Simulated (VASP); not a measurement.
# InP: phonons with PBEsol

InP:

```
In P
1.0
     0.00000    2.93933    2.93933
     2.93933    0.00000    2.93933
     2.93933    2.93933    0.00000
In P
1 1
Direct
  0.00000 0.00000 0.00000
  0.25000 0.25000 0.25000
```

```yaml
Program: VASP 6.6.1
Task: phonons
Functional: PBEsol
Potentials_or_basis: VASP PAW PBE potentials, release 64 (In_d, P)
Cutoff: 600 eV
k_mesh: 8 × 8 × 8
Occupations: gaussian, width 0.03 eV
Spin: no spin polarisation
By_perturbation_theory: no
Further_INCAR_settings: ALGO = Normal; EDIFF = 1e-08; IBRION = 6; POTIM = 0.015; NSW = 1
```

| Item | Value |
| --- | --- |
| Highest phonon frequency at Γ, LO-TO splitting left out | 295 cm⁻¹ |

Phonon frequencies in cm⁻¹ (negative: imaginary):
```tsv
q point	frequencies
(0.000, 0.000, 0.000)	0 0 0 295 295 295
```

It took 110 s on 1 thread of Intel(R) Xeon(R) 6975P-C (Granite Rapids), with other jobs on the host, peak memory 0.31 GiB.
